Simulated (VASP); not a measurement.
# AgCl in VASP 6.6.1, single-point calculation

INCAR

```
LASPH = .TRUE.
NSW = 0
ISMEAR = 0
IBRION = -1
LWAVE = .FALSE.
LCHARG = .FALSE.
EDIFF = 1E-7
LREAL = .TRUE.
GGA = CA
PREC = Accurate
ISIF = 2
SIGMA = 0.01
NELM = 85
ENCUT = 520
NBANDS = 16
```

KPOINTS

```
KPOINTS created by Atomic Simulation Environment
0
Gamma
8 8 8
0 0 0
```

POSCAR

```
Ag Cl
 1.0000000000000000
    -0.0000000000000000    2.9932461610011161    2.9932461610011161
     2.9932461610011161   -0.0000000000000000    2.9932461610011161
     2.9932461610011161    2.9932461610011161    0.0000000000000000
 Ag  Cl
   1   1
Cartesian
  0.0000000000000000  0.0000000000000000  0.0000000000000000
  1.4966230805005580  1.4966230805005580  1.4966230805005580
```

The recommended LDA PAW datasets give the neutral cell 18 valence electrons.

Command

```
mpirun -np 1 vasp_std
```

OSZICAR

```
N       E                     dE             d eps       ncg     rms          rms(c)
DAV:   1     0.969251079345E+02    0.96925E+02   -0.83693E+03   968   0.987E+02
DAV:   2    -0.275980634503E+01   -0.99685E+02   -0.92635E+02  1136   0.214E+02
DAV:   3    -0.676558400888E+01   -0.40058E+01   -0.39965E+01  1288   0.447E+01
DAV:   4    -0.679917114558E+01   -0.33587E-01   -0.33585E-01  1096   0.435E+00
DAV:   5    -0.679974431123E+01   -0.57317E-03   -0.57316E-03  1256   0.571E-01    0.575E+00
DAV:   6    -0.664177864435E+01    0.15797E+00   -0.26237E-01  1304   0.681E+00    0.405E+00
DAV:   7    -0.663501701389E+01    0.67616E-02   -0.73822E-02  1032   0.175E+00    0.194E+00
DAV:   8    -0.663191051831E+01    0.31065E-02   -0.53901E-03  1160   0.639E-01    0.220E-01
DAV:   9    -0.663177272182E+01    0.13780E-03   -0.38619E-04  1248   0.296E-01    0.439E-02
DAV:  10    -0.663179730079E+01   -0.24579E-04   -0.68110E-05  1088   0.544E-02    0.176E-02
DAV:  11    -0.663179758808E+01   -0.28729E-06   -0.83138E-07  1240   0.101E-02    0.655E-03
DAV:  12    -0.663179771049E+01   -0.12241E-06   -0.31347E-07  1168   0.387E-03    0.300E-03
DAV:  13    -0.663179771522E+01   -0.47319E-08   -0.32177E-08   896   0.252E-03
   1 F= -.66317977E+01 E0= -.66317977E+01  d E =-.108627E-33
```

From OUTCAR

```
k-points           NKPTS =     29   k-points in BZ     NKDIM =     29   number of bands    NBANDS=     16

   NELECT =      18.0000    total number of electrons

   dimension x,y,z NGX =    32 NGY =   32 NGZ =   32
   dimension x,y,z NGXF=    64 NGYF=   64 NGZF=   64

  energy-cutoff  :      520.00
  volume of cell :       53.64
      direct lattice vectors                 reciprocal lattice vectors
     0.000000000  2.993246161  2.993246161    -0.167042727  0.167042727  0.167042727
     2.993246161  0.000000000  2.993246161     0.167042727 -0.167042727  0.167042727
     2.993246161  2.993246161  0.000000000     0.167042727  0.167042727 -0.167042727

 k-points in reciprocal lattice and weights: KPOINTS created by Atomic Simulation Env
   0.00000000  0.00000000  0.00000000       0.002
   0.12500000  0.00000000  0.00000000       0.016
   0.25000000  0.00000000  0.00000000       0.016
   0.37500000  0.00000000  0.00000000       0.016
   0.50000000  0.00000000  0.00000000       0.008
   0.12500000  0.12500000  0.00000000       0.012
   0.25000000  0.12500000  0.00000000       0.047
   0.37500000  0.12500000  0.00000000       0.047
   ...

 E-fermi :   1.5679

 k-point     1 :       0.0000    0.0000    0.0000
  band No.  band energies     occupation
      1     -13.2707      2.00000
      2      -2.6534      2.00000
      3      -2.6534      2.00000
      4      -2.6534      2.00000
      5      -0.7103      2.00000
      6      -0.7103      2.00000
      7       1.4855      2.00000
      8       1.4855      2.00000
      9       1.4855      2.00000
     10       2.4525      0.00000
     11       9.3656      0.00000
     12       9.3656      0.00000
     13       9.3656      0.00000
     14      13.9449      0.00000
     15      14.0547      0.00000
     16      14.0547      0.00000

 k-point     2 :       0.1250    0.0000    0.0000
  band No.  band energies     occupation
      1     -13.2433      2.00000
      2      -2.7014      2.00000
      3      -2.6229      2.00000
      4      -2.6229      2.00000
      5      -0.7152      2.00000
      6      -0.7152      2.00000
      7       1.0446      2.00000
      8       1.4091      2.00000
      9       1.4091      2.00000
     10       3.0002      0.00000
     11       8.8726      0.00000
     12       9.5081      0.00000
     13       9.5081      0.00000
     14      13.4478      0.00000
     15      13.4478      0.00000
     16      14.2781      0.00000

 k-point     3 :       0.2500    0.0000    0.0000
  band No.  band energies     occupation
      1     -13.1763      2.00000
      2      -2.7741      2.00000
      3      -2.5513      2.00000
      4      -2.5513      2.00000
      5      -0.7103      2.00000
      6      -0.7103      2.00000
      7       0.3406      2.00000
      8       1.2140      2.00000
      9       1.2140      2.00000
     10       3.9371      0.00000
     11       8.1592      0.00000
     12       9.7383      0.00000
     13       9.7383      0.00000
     14      13.1582      0.00000
     15      13.1582      0.00000
     16      13.5385      0.00000

 ...

  Total       -1.4994932     -1.4994932     -1.4994932     -0.0000000     -0.0000000      0.0000000
  in kB      -44.7917243    -44.7917243    -44.7917243     -0.0000000     -0.0000000      0.0000000
  external PRESSURE =     -44.7917243 kB  Pullay stress =       0.0000000 kB

 POSITION                                       TOTAL-FORCE (eV/Angst)
 -----------------------------------------------------------------------------------
      0.00000      0.00000      0.00000         0.000000      0.000000      0.000000
      1.49662      1.49662      1.49662        -0.000000     -0.000000     -0.000000
 -----------------------------------------------------------------------------------
    total drift:                                0.000000      0.000000      0.000000

  FREE ENERGIE OF THE ION-ELECTRON SYSTEM (eV)
  ---------------------------------------------------
  free  energy   TOTEN  =        -6.6317977152 eV

  energy  without entropy=       -6.6317977152  energy(sigma->0) =       -6.63179772
```

It converged. Results: gap between bands v and c on the k mesh 0.97 eV; least direct gap on the k mesh 0.97 eV; pressure -4.5 GPa. Band v is the last that the valence electrons fill when counted band by band, and c is the next.

For comparison, a separate LDA run of the intended cell, on usual settings and not on those above, gives a gap of 0.97 eV on its mesh and a pressure of -4.0 GPa.

The run above took about 27 s on one core of a shared host (Intel Xeon Platinum 8488C) and held 0.15 GiB at most.
